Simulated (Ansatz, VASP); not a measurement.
# Two plane-wave programs on KCl

```
K Cl
1.0
     0.00000    3.02986    3.02986
     3.02986    0.00000    3.02986
     3.02986    3.02986    0.00000
K Cl
1 1
Direct
  0.00000 0.00000 0.00000
  0.50000 0.50000 0.50000
```

Change from the starting cell: strain -0.040 along x and y, -0.040 along z, atoms carried along.

Alike in both runs: task single point; functional PBEsol; k mesh 6 × 6 × 6; occupations gaussian, width 0.05 eV; no spin polarisation.

|  | VASP | Ansatz |
| --- | --- | --- |
| version | VASP 6.6.1 | Ansatz 0.2.0 |
| potentials or method | VASP PAW PBE potentials, release 64 (K_sv, Cl) | scalar-relativistic, plane waves, PAW |
| plane-wave cutoff (eV) | 520 | 420 |
| valence electrons in the cell | 16 | 16 |

|  | VASP | Ansatz | Ansatz less VASP |
| --- | --- | --- | --- |
| gap on the k mesh at the Fermi level (eV) | 5.41 | 5.41 | +0.005 |
| least direct gap on the mesh (eV) | 5.41 | 5.41 | +0.005 |
| pressure (GPa) | 2.2 | 2.1 | -0.09 |

Caveats: the PAW data sets were made with another functional, which shifts forces and pressure a little (VASP).
